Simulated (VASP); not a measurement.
Input of a VASP 6.6.1 run:

The input INCAR:

```
SYSTEM = Te2Mo
  ALGO = Normal
  EDIFF = 1E-6
  ENCUT = 550
  ISIF = 2
  ISMEAR = 0
  LASPH = .True.
  LCHARG = .True.
  LELF = .True.
  LREAL = .False.
  LVHAR = .True.
  LWAVE = .False.
  NBANDS = 20
  NELM = 60
  PREC = Accurate
  SIGMA = 0.1
```

Contents of KPOINTS:

```
k-points
0
Gamma
  9 9 2
  0 0 0
```

POSCAR

```
Te2Mo
1.0
    3.5602328140      0.0000000000      0.0000000000
   -1.7801164070      3.0832520603      0.0000000000
    0.0000000000      0.0000000000     17.5240578200
Te Mo
2 1
Direct
    0.3333333333      0.6666666667      0.1021445500
    0.3333333333      0.6666666667      0.8978554500
    0.0000000000      0.0000000000      0.0000000000
```

Potentials or basis: VASP PAW LDA potentials, release 64 (Te_GW, Mo_sv_GW).

Run with:

```console
$ cat potpaw_LDA.64/Te_GW/POTCAR potpaw_LDA.64/Mo_sv_GW/POTCAR > POTCAR
$ mpirun -np 1 vasp_std > vasp.out
```

Problem. Predict the band gap on the k mesh.

Solution. 1.04 eV, direct.

Problem. Predict the largest force.

Solution. 0.410 eV/Å.

Forces in eV/Å, atoms in the order of the input:
```
Te   0.000  0.000 -0.410
Te   0.000  0.000  0.410
Mo   0.000  0.000  0.000
```

Caveat: spin-orbit coupling is left out, which moves the levels of the heavy elements. Expect the measured gap to be larger: semilocal functionals such as LDA lack the derivative discontinuity.
